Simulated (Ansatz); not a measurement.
The system is Bi2Te2Se.

```
CELL_PARAMETERS angstrom
2.16097 1.24764 10.58557
-2.16097 1.24764 10.58557
0.00000 -2.49527 10.58557
ATOMIC_POSITIONS crystal
Bi 0.39172 0.39172 0.39172
Bi 0.60828 0.60828 0.60828
Te 0.78040 0.78040 0.78040
Te 0.21960 0.21960 0.21960
Se 0.00000 0.00000 0.00000
```

The cell is a database's computed one.

- Program: Ansatz 0.2.0
- Task: relaxation of cell and atoms
- Functional: PBEsol
- Potentials or basis: Ansatz PAW
- Cutoff: 420 eV (not typed: the program's choice for these potentials)
- k mesh: 7 × 7 × 7
- Occupations: fermi-dirac, width 0.05 eV
- Spin: no spin polarisation

At the start: volume 34.25 Å³/atom.

Q: Where does the relaxation end?

A: It ends after 7 steps and the volume is 31.67 Å³/atom (-7.5 %); space group R-3m (No. 166, to 0.05 Å).

Step by step:
```tsv
step	energy change (eV)	largest force (eV/Å)	volume (Å³)
1	0.0000	0.0497	171.24
2	-0.0452	0.0709	157.41
3	-0.0640	0.0580	159.01
4	-0.0674	0.0562	157.33
5	-0.0689	0.0151	158.62
6	-0.0691	0.0010	158.35
7	-0.0671	0.0009	158.35
```

Final structure:
```
Bi Te Se
1.0
     2.14494    1.23838    9.93538
    -2.14494    1.23838    9.93538
     0.00000   -2.47676    9.93538
Bi Te Se
2 2 1
Direct
  0.39449 0.39449 0.39449
  0.60551 0.60551 0.60551
  0.78706 0.78706 0.78706
  0.21294 0.21294 0.21294
  0.00000 0.00000 0.00000
```

Caveat: the plane-wave basis is chosen anew once the cell has moved, so the energies of steps on either side of that aren't comparable; the PAW data sets come from PBE, with cores solved anew for the run's functional, which leaves a small shift of forces and pressure.
